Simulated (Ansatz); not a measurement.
# Ir (P6_3/mmc) in Ansatz: a series of runs

The runs below take Ir through single point, equation of state, with r2SCAN.

All numbers are computed with Ansatz 0.2.0; they aren't measurements. Logs are shortened: lines on timing, memory, paths and dates and some standing lists are left out, and cuts for length are marked.

## 1. Starting point

It takes space group P6_3/mmc (No. 194, hexagonal). Conventional cell: a = 2.751 Å, b = 2.751 Å, c = 4.462 Å, α = 90.00°, β = 90.00°, γ = 120.00°. Around Ir (site symmetry -6m2) lie 12 Ir at 2.74 to 2.75 Å.

This isn't the form of Ir at room conditions, which is fcc.

## 2. Single point, r2SCAN, 13.75 Å³/atom (volume scaled by 0.94)

Input file input.yaml:

```yaml
crystal:
  lattice:
    - [2.6952115654, 0.0, 0.0]
    - [-1.3476057827, 2.3341216842, 0.0]
    - [0.0, 0.0, 4.3711972971]
  atoms:
    - { symbol: Ir, position: [0.3333333333, 0.6666666667, 0.25] }
    - { symbol: Ir, position: [0.6666666667, 0.3333333333, 0.75] }
hamiltonian:
  xc: r2scan
  pseudopotentials: { kind: paw }
kpoints:
  mp_grid: { grid: [11, 11, 6] }
scf:
  occupations: { method: fermi_dirac, width: 0.05 }
output:
  forces: true
  stress: true
  eigenvalues: true
```

Potentials or basis: Ansatz PAW.

Run with:

```console
> ansatz run input.yaml --threads 2 --pin off --max-ram 5632MiB --backend cpu --events-out ev --progress --plain --runs-dir out
```

The log of the run:

```text
Warning: RAYON_NUM_THREADS=2 ignored (pool sized by the plan → 2); use --threads N
Engine: ansatz 0.2.0, x86_64-unknown-linux-gnu
Pseudopotentials: kind: paw
Pseudopotential: Ir, paw, valence charge 17, recommended cutoff 500 eV (meta_gga), Ir.paw.azcp
Functional definition: r2SCAN
  parameter k0 = 0.174
  parameter k1 = 0.065
  parameter a1 = 4.9479
  exchange = r2scan_x(k0 = k0, k1 = k1, a1 = a1)
  correlation = r2scan_c
Crystal: 2 atoms, lattice volume = 27.499 Å³
Basis set: ecut = 500 eV, 699 PW (Γ), exchange–correlation on 80×80×128 points (64 copies of the dense FFT grid, shifted against one another)
Bands: 21, of which v1, the nominal top of the filled ones, is band 17 counted from 1 (16 counted from 0)
Symmetry: 24 space group operations
Space group: P63/mmc (ITA 194), of the structure as read, at distance tolerance 3.0e-5 Å
k-points: 64 of 726
Non-local potential: Ir, projectors of the file, l = 0: 3, l = 1: 2, l = 2: 2, l = 3: 1
PAW form: soft (Blöchl's): semilocal exchange-correlation on the pseudo side does not see the compensation charge
PAW frozen core: Ir, regenerated for the run's functional (the file was generated under x = pbe(κ = 0.804, μ = 0.2195149727645171), c = pbe(β = 0.06672455060314922))
PAW one-centre angular grid: Ir, 590 points (default); XC on 160 Gauss nodes
Initial density: superposition of atomic densities (neutral atoms: chi_scale 0, normalization atom), corrected by the library's trained network
Initial wavefunctions: pseudopotential atomic-orbital guess
Functional: x = r2scan, c = r2scan; τ floored in thin density (d = 2e-4 eV/Å³)
SCF iter   1: F=—  HF=-23897.135490 eV  |F-HF|=—  |Δ(HF+E_count)|=         —  Δρ=1.19e-2  dr2=9.97e-3  dr2_τ=7.01e-2  ethr=1.77e-3  ⟨swp⟩=5.4  Hψ=5538  notcnv=0
preconditioner: auto → none  [metal: Δε(μ)=0.024 eV  Ē_g=8.741 eV  σ=0.050 eV  W_gap=0.12  n_scr=8 (ndim 8)  ℏωp=30.0 eV  f_vac=0.000  D(μ)=2.93/eV (n_scr^D=36)  sad-step TF]
SCF iter   2: F=—  HF=-23897.197056 eV  |F-HF|=—  |Δ(HF+E_count)|=   6.16e-2  Δρ=7.18e-3  dr2=4.17e-3  dr2_τ=5.99e-4  ethr=2.93e-5  ⟨swp⟩=2.0  Hψ=2688  notcnv=0
SCF iter   3: F=—  HF=-23897.202033 eV  |F-HF|=—  |Δ(HF+E_count)|=   4.98e-3  Δρ=1.48e-3  dr2=5.78e-4  dr2_τ=8.43e-5  ethr=1.23e-5  ⟨swp⟩=2.0  Hψ=2188  notcnv=0
SCF iter   4: F=—  HF=-23897.202011 eV  |F-HF|=—  |Δ(HF+E_count)|=   2.20e-5  Δρ=4.74e-4  dr2=4.32e-5  dr2_τ=4.01e-6  ethr=1.70e-6  ⟨swp⟩=2.0  Hψ=1908  notcnv=0
SCF iter   5: F=—  HF=-23897.202133 eV  |F-HF|=—  |Δ(HF+E_count)|=   1.22e-4  Δρ=2.60e-4  dr2=1.51e-5  dr2_τ=1.21e-6  ethr=1.27e-7  ⟨swp⟩=2.0  Hψ=1925  notcnv=0
SCF iter   6: F=—  HF=-23897.202162 eV  |F-HF|=—  |Δ(HF+E_count)|=   2.88e-5  Δρ=2.98e-5  dr2=1.90e-7  dr2_τ=8.68e-9  ethr=4.45e-8  ⟨swp⟩=2.0  Hψ=1934  notcnv=0
SCF iter   7: F=-23897.202162 eV  HF=-23897.202162 eV  |F-HF|=1.53e-8  |Δ(HF+E_count)|=   3.59e-7  Δρ=9.20e-6  dr2=1.79e-8  dr2_τ=1.10e-9  ethr=2.94e-10  ⟨swp⟩=5.6  Hψ=5855  notcnv=0
SCF 1 converged in 7 iterations: F = -23897.202162 eV  dr2 = 1.79e-8
SCF converged after 7 iterations
Free energy (F): -23897.202162 eV
Harris-Foulkes:  -23897.202162 eV  (|F-HF|=1.53e-8)
Internal energy: -23897.179282 eV  (E = F + TS)
E sigma→0 (E₀):  -23897.190722 eV
Entropy (-TS):   -0.022880 eV (-11.440 meV/atom)
Fermi energy:    26.641998 eV
--- Per-component energies (eV) ---
  E_band       = -173.538972
  E_kinetic    = 1250.548307
  E_local      = -2067.781513  (includes V_loc(G=0)·N_el)
  E_nonlocal   = 148.135970
  E_hartree    = 801.407276
  E_xc         = -512.125990
  E_vxc        = -668.941339  (∫ρ·V_xc dr)
  E_paw        = -18499.789254  (= ΣΔE_a)
  E_vpaw       = -479.837844  (= ΣTr[D̂ρ^β])
  E_aug_tail   = -0.000039  (compensation charges beyond the density's cutoff)
  E_vtau       = 41.518592  (kinetic-family band-sum trace: ∫τ·v_τ [+ j·A + Jᵃ·Aᵃ] dr)
  E_ewald      = -5016.940253
  E_core_change = -0.633787  (= ΣΔE_core)
  E_smearing   = -0.022880  (= −TS)
  E_closure    = 0.000000  (closes the sum)
  Σ components = -23897.202162   (vs F -23897.202162, Δ=0.00e0)
--- Forces (eV/Å), atoms counted from 1 ---
  atom   1  Ir     0.00000000     0.00000000     0.00000000
  atom   2  Ir     0.00000000    -0.00000000     0.00000000
  max |Σ_I F_I| component: 4.63e-17 eV/Å
--- Stress (GPa, compression-positive) ---
       15.268264      -0.000000       0.000000
        0.000000      15.268264       0.000000
        0.000000       0.000000      15.232879
  P = ⅓ Tr σ = 15.2565 GPa (152.565 kbar)
--- Band table (eV; the first three rows and the last of 64) ---
  k-point 0: bands = ["-68.4986", "-68.4097", "-25.2610", "-24.4301", "-24.4301", "-24.3053", "-24.2933", "-24.2933", "14.6876", "17.8100", "22.3548", "22.4649", "22.4649", "23.1764", "23.1764", "24.0387", "24.0387", "25.7959", "26.9502", "26.9502", "34.4337"]
  k-point 1: bands = ["-68.4927", "-68.4157", "-25.1997", "-24.4210", "-24.4210", "-24.3722", "-24.3026", "-24.3026", "15.0245", "17.8370", "22.2000", "22.3313", "22.3313", "23.0058", "23.0058", "24.4387", "24.4387", "24.6806", "26.9347", "26.9347", "36.0120"]
  k-point 2: bands = ["-68.4765", "-68.4320", "-25.0304", "-24.5529", "-24.3961", "-24.3961", "-24.3277", "-24.3277", "15.9423", "17.7438", "21.8799", "22.2182", "22.2182", "22.6416", "22.6416", "22.8428", "25.2782", "25.2782", "26.7236", "26.7236", "39.2616"]
  k-point 63: bands = ["-68.3925", "-68.3925", "-25.0720", "-25.0720", "-24.8235", "-24.8235", "-24.4783", "-24.4783", "19.5901", "19.5901", "20.8448", "20.8448", "22.1244", "22.1244", "24.1082", "24.1082", "27.0684", "27.0684", "33.5991", "33.5991", "35.3400"]
```

It took 3 s on 2 threads of Intel Xeon Platinum 8488C (Sapphire Rapids), shared host; peak memory 0.41 GiB.

Results:

```yaml
Free_energy: -23897.2022 eV
Pressure: 15.3 GPa
Band_gap_on_the_k_mesh: none (metal or under the smearing width)
```

Caveat: the PAW data sets come from PBE, with cores solved anew for the run's functional, which leaves a small shift of forces and pressure.

## 3. Single point, r2SCAN, 14.04 Å³/atom (volume scaled by 0.96)

Changes to input.yaml since step 2:

```diff
@@ -2,5 +2,5 @@
   lattice:
-    - [2.6952115654, 0.0, 0.0]
-    - [-1.3476057827, 2.3341216842, 0.0]
-    - [0.0, 0.0, 4.3711972971]
+    - [2.7141925539, 0.0, 0.0]
+    - [-1.3570962769, 2.3505597024, 0.0]
+    - [0.0, 0.0, 4.4019813909]
   atoms:
```

Potentials or basis: Ansatz PAW.

Run with:

```console
> ansatz run input.yaml --threads 2 --pin off --max-ram 5632MiB --backend cpu --events-out ev --progress --plain --runs-dir out
```

Wall time 3.5 s (2 threads of Intel Xeon Platinum 8488C (Sapphire Rapids), shared host); peak memory 0.42 GiB.

It converged, with:

| Property | Result |
| --- | --- |
| Free energy | -23897.2411 eV |
| Pressure | 6.3 GPa |
| Band gap on the k mesh | none (metal or under the smearing width) |

Caveat: the PAW data sets come from PBE, with cores solved anew for the run's functional, which leaves a small shift of forces and pressure.

## 4. Single point, r2SCAN, 14.33 Å³/atom (volume scaled by 0.98)

Changes to input.yaml since step 3:

```diff
@@ -2,5 +2,5 @@
   lattice:
-    - [2.7141925539, 0.0, 0.0]
-    - [-1.3570962769, 2.3505597024, 0.0]
-    - [0.0, 0.0, 4.4019813909]
+    - [2.7329117147, 0.0, 0.0]
+    - [-1.3664558574, 2.3667709712, 0.0]
+    - [0.0, 0.0, 4.4323408426]
   atoms:
```

Run with:

```console
> ansatz run input.yaml --threads 2 --pin off --max-ram 5632MiB --backend cpu --events-out ev --progress --plain --runs-dir out
```

Run time: 2.1 s. Hardware: 2 threads of Intel Xeon Platinum 8488C (Sapphire Rapids), shared host; peak memory 0.43 GiB.

It converged, with:

```yaml
Free_energy: -23897.2493 eV
Pressure: -1.7 GPa
Band_gap_on_the_k_mesh: none (metal or under the smearing width)
```

Caveat: the PAW data sets come from PBE, with cores solved anew for the run's functional, which leaves a small shift of forces and pressure.

## 5. Single point, r2SCAN, 14.63 Å³/atom

Changes to input.yaml since step 4:

```diff
@@ -2,5 +2,5 @@
   lattice:
-    - [2.7329117147, 0.0, 0.0]
-    - [-1.3664558574, 2.3667709712, 0.0]
-    - [0.0, 0.0, 4.4323408426]
+    - [2.7513778946, 0.0, 0.0]
+    - [-1.3756889473, 2.3827631521, 0.0]
+    - [0.0, 0.0, 4.46229]
   atoms:
```

Run with:

```console
> ansatz run input.yaml --threads 2 --pin off --max-ram 5632MiB --backend cpu --events-out ev --progress --plain --runs-dir out
```

Wall time 3.2 s (2 threads of Intel Xeon Platinum 8488C (Sapphire Rapids), shared host); peak memory 0.45 GiB.

It converged, with:

```yaml
Free_energy: -23897.2302 eV
Pressure: -8.7 GPa
Band_gap_on_the_k_mesh: none (metal or under the smearing width)
```

Caveat: the PAW data sets come from PBE, with cores solved anew for the run's functional, which leaves a small shift of forces and pressure.

## 6. Single point, r2SCAN, 14.92 Å³/atom (volume scaled by 1.02)

Changes to input.yaml since step 5:

```diff
@@ -2,5 +2,5 @@
   lattice:
-    - [2.7513778946, 0.0, 0.0]
-    - [-1.3756889473, 2.3827631521, 0.0]
-    - [0.0, 0.0, 4.46229]
+    - [2.7695994713, 0.0, 0.0]
+    - [-1.3847997356, 2.3985435004, 0.0]
+    - [0.0, 0.0, 4.4918424506]
   atoms:
```

Potentials or basis: Ansatz PAW.

Run with:

```console
> ansatz run input.yaml --threads 2 --pin off --max-ram 5632MiB --backend cpu --events-out ev --progress --plain --runs-dir out
```

It took 3.7 s on 2 threads of Intel Xeon Platinum 8488C (Sapphire Rapids), shared host; peak memory 0.43 GiB.

It converged, with:

```
Free energy            : -23897.1870 eV
Pressure               : -14.8 GPa
Band gap on the k mesh : none (metal or under the smearing width)
```

Caveat: the PAW data sets come from PBE, with cores solved anew for the run's functional, which leaves a small shift of forces and pressure.

## 7. Single point, r2SCAN, 15.21 Å³/atom (volume scaled by 1.04)

Changes to input.yaml since step 6:

```diff
@@ -2,5 +2,5 @@
   lattice:
-    - [2.7695994713, 0.0, 0.0]
-    - [-1.3847997356, 2.3985435004, 0.0]
-    - [0.0, 0.0, 4.4918424506]
+    - [2.7875843874, 0.0, 0.0]
+    - [-1.3937921937, 2.4141188946, 0.0]
+    - [0.0, 0.0, 4.5210110761]
   atoms:
```

Run with:

```console
> ansatz run input.yaml --threads 2 --pin off --max-ram 5632MiB --backend cpu --events-out ev --progress --plain --runs-dir out
```

Run time: 3.1 s. Hardware: 2 threads of Intel Xeon Platinum 8488C (Sapphire Rapids), shared host; peak memory 0.45 GiB.

Results (log left out):

```
Free energy            : -23897.1228 eV
Pressure               : -20.3 GPa
Band gap on the k mesh : none (metal or under the smearing width)
```

Caveat: the PAW data sets come from PBE, with cores solved anew for the run's functional, which leaves a small shift of forces and pressure.

## 8. Single point, r2SCAN, 15.50 Å³/atom (volume scaled by 1.06)

Changes to input.yaml since step 7:

```diff
@@ -2,5 +2,5 @@
   lattice:
-    - [2.7875843874, 0.0, 0.0]
-    - [-1.3937921937, 2.4141188946, 0.0]
-    - [0.0, 0.0, 4.5210110761]
+    - [2.8053401807, 0.0, 0.0]
+    - [-1.4026700903, 2.4294958627, 0.0]
+    - [0.0, 0.0, 4.5498081014]
   atoms:
```

Run with:

```console
> ansatz run input.yaml --threads 2 --pin off --max-ram 5632MiB --backend cpu --events-out ev --progress --plain --runs-dir out
```

It took 2.9 s on 2 threads of Intel Xeon Platinum 8488C (Sapphire Rapids), shared host; peak memory 0.46 GiB.

The run converged. Its results:

| Property | Result |
| --- | --- |
| Free energy | -23897.0399 eV |
| Pressure | -25.0 GPa |
| Band gap on the k mesh | none (metal or under the smearing width) |

Caveat: the PAW data sets come from PBE, with cores solved anew for the run's functional, which leaves a small shift of forces and pressure.

## 9. Equation of state, r2SCAN

Potentials or basis: Ansatz PAW.

This step only gathers the single runs of the series.

What came out:

* Equilibrium volume: 14.27 Å³/atom
* Bulk modulus at fixed shape and positions: 373 GPa
* Pressure derivative of the bulk modulus: 5.2

Energy against volume, from the lowest point:
```csv
volume (Å³/atom),energy (meV/atom)
13.749,23.56
14.042,4.07
14.335,0.00
14.627,9.56
14.920,31.12
15.212,63.25
15.505,104.68
```

Caveat: the cell was scaled at fixed shape and fractional positions, which overstates the stiffness of a crystal with free parameters, most of all of layers and chains; the PAW data sets were made with another functional, which shifts forces and pressure a little. Spin-orbit coupling is left out, which matters for the levels of Ir.
